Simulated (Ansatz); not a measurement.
# Sb: the band gap up the ladder of functionals

One table from this session's results is given with a row withheld; the runs are named, their logs left out.

Code: Ansatz 0.2.0. PAW datasets, plane waves. Simulation only: spin-unpolarised, and no claim that this is the phase found in nature.

## Starting point

The cell was relaxed beforehand with r2SCAN.

The sheet's in-plane cell has a = 4.105 Å, b = 4.105 Å (γ = 120.0°), and its outermost atoms lie 1.61 Å apart along the normal. Around Sb lie 3 Sb at 2.87 Å.

As a file:

```
Sb
1.0
     4.10518    0.00000    0.00000
    -2.05259    3.55519    0.00000
     0.00000    0.00000   26.85525
Sb
2
Direct
  0.33333 0.66667 0.31498
  0.66667 0.33333 0.37493
```
Two periodic directions, a and b.

Set-up of the first run:

input.yaml

```yaml
crystal:
  lattice:
    - [4.1051830053, 0.0, 0.0]
    - [-2.0525915027, 3.5551927698, 0.0]
    - [0.0, 0.0, 26.8552477996]
  atoms:
    - { symbol: Sb, position: [0.3333333333, 0.6666666667, 0.3149797942] }
    - { symbol: Sb, position: [0.6666666667, 0.3333333333, 0.3749272228] }
  periodic: [true, true, false]
kpoints:
  mp_grid: { grid: [12, 12, 1] }
  band_path:
    path:
      - [0, 0, 0]
      - [0.5, 0, 0]
      - [0.3333333333333, 0.3333333333333, 0]
      - [0, 0, 0]
    npoints: 10
hamiltonian:
  xc: pbe
scf:
  occupations: { method: fermi_dirac, width: 0.02 }
  n_extra_bands: 4
output:
  forces: true
  stress: true
  eigenvalues: true
```

The run is started by

```console
ansatz run input.yaml --threads 2 --pin off --max-ram 29491MiB --backend cpu --events-out ev --progress --plain --runs-dir out
```

Steps of the session up to this table: PBE band path; r2SCAN at the same geometry; HSE06 at the same geometry; PBE+SOC at the same geometry; PBE0; LDA at the same geometry; HSE06+SOC; r2SCAN0; Single point with LC-ωPBE.

One table of the session follows, with a row left open; its other results are not shown here.

| level | gap (eV) |
| --- | --- |
| PBE | 1.34 |
| r2SCAN | 1.60 |
| HSE06 | 1.84 |
| PBE+SOC | 1.07 |
| PBE0 | ? |
| LDA | 1.28 |
| HSE06+SOC | 1.54 |
| r2SCAN0 | 2.61 |
| LC-ωPBE | 5.75 |

**Question.** Estimate the row for PBE0.

**Answer.** gap (eV): 2.46. In the column «gap (eV)» it lies between HSE06 (1.84) and r2SCAN0 (2.61).

Meshes: PBE 12×12×1, r2SCAN 12×12×1, HSE06 6×6×1, PBE+SOC 12×12×1, PBE0 6×6×1, LDA 12×12×1, HSE06+SOC 6×6×1, r2SCAN0 6×6×1, LC-ωPBE 6×6×1.

What this shows: The gap runs from 1.07 eV (PBE+SOC) to 5.75 eV (LC-ωPBE). Against HSE06, PBE is short by 0.50 eV, at 73 % of it, and r2SCAN 87 %. PBE0 lies 0.62 eV above HSE06, which differs from it by screening the long-range exchange.

Limits of these values: Warnings in the runs' records: stress exchange threshold loose, stress scf threshold loose, xc potential rough in thin density.
